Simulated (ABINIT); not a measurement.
**AlAs (F-43m): G0W0 with ABINIT, start to end**

Aim: the G0W0 gap of AlAs (F-43m) on PBE, step by step.

Method: PBE and many-body steps on it, plane waves, in ABINIT 10.8.3.

**Experimental background.**

- Gap 3.018 eV: lowest direct gap at Gamma; earlier measurement quoted from literature, technique not stated; 300 K; bulk crystal (pure AlAs, literature value used as model input) (quoted in “Simultaneous Measurement of Mid-Infrared Refractive Indices in Thin-Film Heterostructures: Methodology and Results for GaAs/AlGaAs”, 2023, arxiv:2301.08293).

**1. The starting structure**

Symmetry: F-43m, No. 216, cubic system. The conventional cell has a = 5.661 Å, b = 5.661 Å, c = 5.661 Å, α = 90.00°, β = 90.00°, γ = 90.00°. Nearest to Al lie 4 As at 2.45 Å. Nearest to As lie 4 Al at 2.45 Å. Farther neighbours are not listed.

Structure file:

```cif
data_structure
_symmetry_space_group_name_H-M 'P 1'
_symmetry_Int_Tables_number 1
_cell_length_a 4.0028
_cell_length_b 4.0028
_cell_length_c 4.0028
_cell_angle_alpha 60.000
_cell_angle_beta 60.000
_cell_angle_gamma 60.000
_cell_volume 45.35
loop_
_atom_site_label
_atom_site_type_symbol
_atom_site_fract_x
_atom_site_fract_y
_atom_site_fract_z
_atom_site_occupancy
Al1 Al 0.00000 0.00000 0.00000 1
As2 As 0.25000 0.25000 0.25000 1
```

The cell and positions come from the Crystallography Open Database and are kept as given unless a step says otherwise.

**2. Ground state**

This step: ABINIT 10.8.3; DFT, PBE, plane waves, norm-conserving pseudopotentials.

The ground-state density comes first.

Input file run.abi:

```
acell 3*1.0 Angstrom
rprim 
  0.000000000000 2.830400000000 2.830400000000
  2.830400000000 0.000000000000 2.830400000000
  2.830400000000 2.830400000000 -0.000000000000
ntypat 2
znucl 13 33
natom 2
typat 1 2
xred 
  0.000000000000 0.000000000000 0.000000000000
  0.250000000000 0.250000000000 0.250000000000
pp_dirpath "pseudos"
pseudos "Al.upf, As.upf"
ecut 44
ngkpt 6 6 6
nshiftk 1
shiftk 0 0 0
kptopt 1
chksymbreak 0
nband 18
occopt 1
tolvrs 1e-10
nstep 60
prtwf 0
optforces 0
optstress 0
indata_prefix "in"
outdata_prefix "out"
tmpdata_prefix "tmp"
```

Launch:

```
> OMP_NUM_THREADS=1 mpirun -n 4 abinit run.abi > log
```

Numbers of over 12 decimals in the logs are rounded to 6 here.

The log of the run:

```text
.Version 10.8.3 of ABINIT. v10.8.2 released Aug 2026.

 Symmetries : space group F-4 3 m (#216); Bravais cF (face-center cubic)
================================================================================
 Values of the parameters that define the memory need of the present run
     intxc =       0    ionmov =       0      iscf =       7    lmnmax =       6
     lnmax =       6     mgfft =      48  mpssoang =       3    mqgrid =    3001
     natom =       2  nloc_mem =       1    nspden =       1   nspinor =       1
    nsppol =       1      nsym =      24    n1xccc =    2501    ntypat =       2
    occopt =       1   xclevel =       2
-    mband =          18        mffmem =           1         mkmem =           4
       mpw =        4285          nfft =      110592          nkpt =          16
================================================================================
  Rough estimation (10% accuracy) of disk space for files :
================================================================================

--------------------------------------------------------------------------------
------------- Echo of variables that govern the present computation ------------
--------------------------------------------------------------------------------
 -outvars: echo values of preprocessed input variables --------
            acell      1.8897261259E+00  1.8897261259E+00  1.8897261259E+00 Bohr

      chksymbreak           0
             ecut      4.40000000E+01 Hartree
-          fftalg         312

              ixc     -101130
              kpt      0.00000000E+00  0.00000000E+00  0.00000000E+00
                       1.66666667E-01  0.00000000E+00  0.00000000E+00
                       3.33333333E-01  0.00000000E+00  0.00000000E+00
                       5.00000000E-01  0.00000000E+00  0.00000000E+00
                       1.66666667E-01  1.66666667E-01  0.00000000E+00
                       3.33333333E-01  1.66666667E-01  0.00000000E+00
                       5.00000000E-01  1.66666667E-01  0.00000000E+00
                      -3.33333333E-01  1.66666667E-01  0.00000000E+00
                      -1.66666667E-01  1.66666667E-01  0.00000000E+00
   [... 5 further rows ...]
                      -3.33333333E-01  3.33333333E-01  1.66666667E-01
                      -3.33333333E-01  5.00000000E-01  1.66666667E-01
         kptrlatt        6    0    0      0    6    0      0    0    6
          kptrlen      4.53850618E+01
P           mkmem           4
            natom           2
            nband          18
            ngfft          48      48      48
             nkpt          16
            nstep          60
             nsym          24
           ntypat           2
              occ      2.000000  2.000000  2.000000  2.000000  2.000000  2.000000
                       2.000000  2.000000  2.000000  2.000000  2.000000  2.000000
                       2.000000  0.000000  0.000000  0.000000  0.000000  0.000000
        optforces           0
        optstress           0
            prtwf           0
            rprim      0.0000000000E+00  2.8304000000E+00  2.8304000000E+00
[...]
spgroup         216

           tolvrs      1.00000000E-10

             xred      0.0000000000E+00  0.0000000000E+00  0.0000000000E+00
[...]
znucl       13.00000   33.00000

================================================================================

 chkinp: Checking input parameters for consistency.

================================================================================
== DATASET  1 ==================================================================
-   mpi_nproc: 4, omp_nthreads: 1 (-1 if OMP is not activated)

--- !DatasetInfo
iteration_state: {dtset: 1, }
dimensions: {natom: 2, nkpt: 16, mband: 18, nsppol: 1, nspinor: 1, nspden: 1, mpw: 4285, }
cutoff_energies: {ecut:  44.0, pawecutdg:  -1.0, }
electrons: {nelect:   2.60000000E+01, charge:   0.00000000E+00, occopt:   1.00000000E+00, tsmear:   1.00000000E-02, }

 Real(R)+Recip(G) space primitive vectors, cartesian coordinates (Bohr,Bohr^-1):
 R(1)=  0.0000000  5.3486808  5.3486808  G(1)= -0.0934810  0.0934810  0.0934810
 R(2)=  5.3486808  0.0000000  5.3486808  G(2)=  0.0934810 -0.0934810  0.0934810
 R(3)=  5.3486808  5.3486808  0.0000000  G(3)=  0.0934810  0.0934810 -0.0934810
 Unit cell volume ucvol=  3.0603426E+02 bohr^3
 Angles (23,13,12)=  6.00000000E+01  6.00000000E+01  6.00000000E+01 degrees

 getcut: wavevector=  0.0000  0.0000  0.0000  ngfft=  48  48  48
         ecut(hartree)=     44.000   => boxcut(ratio)=   2.12514

--- Pseudopotential description ------------------------------------------------
- Al Generated using ONCVPSP code by D. R. Hamann
- 13.00000   3.00000  171031                  znucl, zion, pspdat
12 -101130 2 -1 1876                          pspcod,pspxc,lmax,lloc,mmax
     nproj     2     2     2
  pspatm : epsatm=    4.08140545
         --- l  ekb(1:nproj) -->
[...]
pspatm: atomic psp has been read  and splines computed

- As Generated using ONCVPSP code by D. R. Hamann
- 33.00000  23.00000  171031                  znucl, zion, pspdat
12 -101130 2 -1 1358                          pspcod,pspxc,lmax,lloc,mmax
     nproj     2     2     2
  pspatm : epsatm=   24.77333152
         --- l  ekb(1:nproj) -->
[...]
2  -10.105298   -4.355719
 pspatm: atomic psp has been read  and splines computed

   7.50223161E+02                                ecore*ucvol(ha*bohr**3)
--------------------------------------------------------------------------------

_setup2: Arith. and geom. avg. npw (full set) are    4268.069    4268.053

================================================================================

--- !BeginCycle
iteration_state: {dtset: 1, }
solver: {iscf: 7, nstep: 60, nline: 4, wfoptalg: 0, }
tolerances: {tolvrs: 1.00E-10, }

     iter   Etot(hartree)      deltaE(h)  residm     vres2
 ETOT  1  -305.83792721501    -3.058E+02 1.781E+00 1.091E+02
 ETOT  2  -307.54063345105    -1.703E+00 3.846E-02 4.777E+02
 ETOT  3  -307.58820697010    -4.757E-02 4.514E-03 1.198E+02
 ETOT  4  -307.60267746500    -1.447E-02 1.983E-03 7.179E-01
 ETOT  5  -307.60278660411    -1.091E-04 4.623E-04 1.376E-01
 ETOT  6  -307.60279977129    -1.317E-05 2.051E-04 3.428E-03
 ETOT  7  -307.60280014117    -3.699E-07 3.074E-04 2.423E-05
 ETOT  8  -307.60280014182    -6.482E-10 1.383E-04 1.331E-06
 ETOT  9  -307.60280014193    -1.093E-10 4.750E-04 1.362E-08
 ETOT 10  -307.60280014195    -1.813E-11 2.105E-04 4.006E-10
 ETOT 11  -307.60280014190     5.230E-11 5.717E-04 1.416E-11

 At SCF step   11       vres2   =  1.42E-11 < tolvrs=  1.00E-10 =>converged.

--- !ResultsGS
iteration_state: {dtset: 1, }
comment   : Summary of ground state results
lattice_vectors:
- [  0.0000000,   5.3486808,   5.3486808, ]
- [  5.3486808,   0.0000000,   5.3486808, ]
- [  5.3486808,   5.3486808,  -0.0000000, ]
lattice_lengths: [   7.56418,    7.56418,    7.56418, ]
lattice_angles: [ 60.000,  60.000,  60.000, ] # degrees, (23, 13, 12)
lattice_volume:   3.0603426E+02
convergence: {deltae:  5.230E-11, res2:  1.416E-11, residm:  5.717E-04, diffor:  0.000E+00, }
etotal    :  -3.07602800E+02
entropy   :   0.00000000E+00
fermie    :   1.62937956E-01
cartesian_stress_tensor: null
pressure_GPa: null
xred      :
- [  0.0000E+00,   0.0000E+00,   0.0000E+00, Al]
- [  2.5000E-01,   2.5000E-01,   2.5000E-01, As]
cartesian_forces: null
force_length_stats: {min: null, max: null, mean: null, }

 Integrated electronic density in atomic spheres:
 ------------------------------------------------
 Atom  Sphere_radius  Integrated_density
    1        2.00000          0.89324871
    2        2.00000         20.42847242
================================================================================

 ----iterations are completed or convergence reached----

 Mean square residual over all n,k,spin=   19.976E-07; max=  57.169E-05
 reduced coordinates (array xred) for    2 atoms
       0.000000000000      0.000000000000      0.000000000000
       0.250000000000      0.250000000000      0.250000000000
 rms dE/dt=  0.0000E+00; max dE/dt=  0.0000E+00; dE/dt below (all hartree)
    1       0.000000000000      0.000000000000      0.000000000000
    2       0.000000000000      0.000000000000      0.000000000000

 cartesian coordinates (angstrom) at end:
    1      0.000000     0.000000     0.000000
    2      1.415200     1.415200     1.415200
 length scales=  1.889726125908  1.889726125908  1.889726125908 bohr
              =  1.000000000000  1.000000000000  1.000000000000 angstroms
 prteigrs : about to open file out_EIG
 Fermi (or HOMO) energy (hartree) =   0.16294   Average Vxc (hartree)=  -0.34175
 Eigenvalues (hartree) for nkpt=  16  k points:
 kpt#   1, nband= 18, wtk=  0.00463, kpt=  0.0000  0.0000  0.0000 (reduced coord)
  -6.60227   -4.52014   -4.52014   -4.52014   -1.10161   -1.10161   -1.10161   -1.10116
  -1.10116   -0.27342    0.16294    0.16294    0.16294    0.23806    0.32071    0.32071
   0.32071    0.49221
 prteigrs : prtvol=0 or 1, do not print more k-points.

--- !EnergyTerms
iteration_state     : {dtset: 1, }
comment             : Components of total free energy in Hartree
kinetic             :  1.37119837832260E+02
hartree             :  1.42563149355410E+02
xc                  : -2.87496217684736E+01
Ewald energy        : -1.20465356001332E+02
psp_core            :  2.45143523140035E+00
local_psp           : -3.63462351889630E+02
non_local_psp       : -7.70598929015318E+01
total_energy        : -3.07602800141897E+02
total_energy_eV     : -8.37029860500645E+03
band_energy         : -5.14080203324395E+01

== END DATASET(S) ==============================================================
================================================================================

 -outvars: echo values of variables after computation  --------
           etotal     -3.0760280014E+02
            nband          18
             nkpt          16
          spgroup         216
 [... the other variables as echoed above ...]

 Calculation completed.
```

It took 11 s on 4 MPI ranks of Arm Neoverse V2, shared host; peak memory 0.34 GiB; 43 s of CPU time.

Numbers from this step:

```
total energy               : -8370.2986 eV
gap                        : 1.436 eV
k of the valence top       : 0, 0, 0
k of the conduction bottom : 0.5, 0.5, 0
least direct gap           : 2.044 eV
```

The gap is indirect, with the least direct gap 0.61 eV higher.

[end of part 1 of 3]

[Paths, hosts, dates, memory and timing lines, banners, echoed tables and standing remarks are left out of the program output.]

[Logs are printed without paths, hosts, clocks, repeated set-up lines and the standing remarks that a program may print on its own settings, such as how far it seeks lower states.]

[Runs of the session that timed out or met a known fault of the program may be left out.]

[Hosts, paths, dates, database ids (printed as entryN), source tags and the programs' standing remarks are cut or masked in the printed files.]

[G0W0 gaps are taken among the corrected bands and points alone; a level outside them can change the order at an edge.]

[Where Ansatz stands beside ABINIT at settings called matched, ABINIT's density can come from a denser mesh and the files from another edition; pairs whose starting gaps differed by over 0.03 eV were left out, so agreement reads better than it is.]
